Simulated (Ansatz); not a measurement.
MnO: band structure with revPBE

Crystal: MnO.

```
Mn O
1.0
     0.00000    2.22391    2.22391
     2.22391    0.00000    2.22391
     2.22391    2.22391    0.00000
Mn O
1 1
Direct
  0.00000 0.00000 0.00000
  0.50000 0.50000 0.50000
```

The cell is a database's computed one.

| Item | Value |
| --- | --- |
| Program | Ansatz 0.2.0 |
| Task | band structure |
| Functional | revPBE |
| Potentials or basis | all-electron LAPW, scalar-relativistic |
| Cutoff | 324 eV (chosen from the basis error) |
| Basis error allowed | 0.001 eV/atom |
| k mesh | 10 × 10 × 10 |
| Occupations | fermi-dirac, width 0.05 eV |
| Spin | collinear spin, ferromagnetic start |
| Starting moments | [4.0, 0.0] μB |

```
Pressure                : 4.2 GPa
Band gap along the path : none (metal or under the smearing width)
Net moment              : 4.81 μB per cell
Absolute moment         : 4.81 μB per cell
Site moments            : Mn +4.36; O +0.23 μB
```

Levels at the corners of the path, in eV from the Fermi level:
Spin up:
```
point  band 11  band 12  band 13  band 14  band 15  band 16  band 17  band 18
    Γ    -3.24    -3.24    -2.71    -2.71    -0.54    13.95    16.21    16.21
    X    -2.29    -2.08    -2.08    -1.95     5.03     7.82    10.34    13.65
    W    -2.46    -2.08    -2.03    -0.96     7.03     8.26     8.26    10.95
    K    -2.23    -2.00    -1.68    -0.99     6.41     7.92     8.11    13.20
    Γ    -3.24    -3.24    -2.71    -2.71    -0.54    13.95    16.21    16.21
    L    -2.35    -1.91     0.19     0.19     3.47     7.74    11.87    11.87
    U    -2.23    -2.00    -1.68    -0.99     6.41     7.92     8.11    13.20
    W    -2.46    -2.08    -2.03    -0.96     7.03     8.26     8.26    10.95
```
Spin down:
| point | band 7 | band 8 | band 9 | band 10 | band 11 | band 12 |
| --- | --- | --- | --- | --- | --- | --- |
| Γ | -3.35 | -3.35 | -3.35 | 0.87 | 0.87 | 0.87 |
| X | -6.39 | -4.32 | -4.32 | -0.70 | 2.07 | 2.26 |
| W | -5.67 | -5.67 | -5.20 | 1.39 | 1.39 | 2.24 |
| K | -6.04 | -5.67 | -4.62 | 0.56 | 2.28 | 2.33 |
| Γ | -3.35 | -3.35 | -3.35 | 0.87 | 0.87 | 0.87 |
| L | -7.32 | -4.82 | -4.82 | 2.04 | 2.10 | 2.10 |
| U | -6.04 | -5.67 | -4.62 | 0.56 | 2.28 | 2.33 |
| W | -5.67 | -5.67 | -5.20 | 1.39 | 1.39 | 2.24 |

Wall time 12 s on 2 threads of Arm Neoverse V1 (shared host), peak memory 0.4 GiB.

Caveat: a cell with one magnetic atom can't hold antiferromagnetic order, which such compounds often take; semilocal functionals often make such compounds metallic where correlation or magnetic order opens a gap, which also shifts bond lengths.
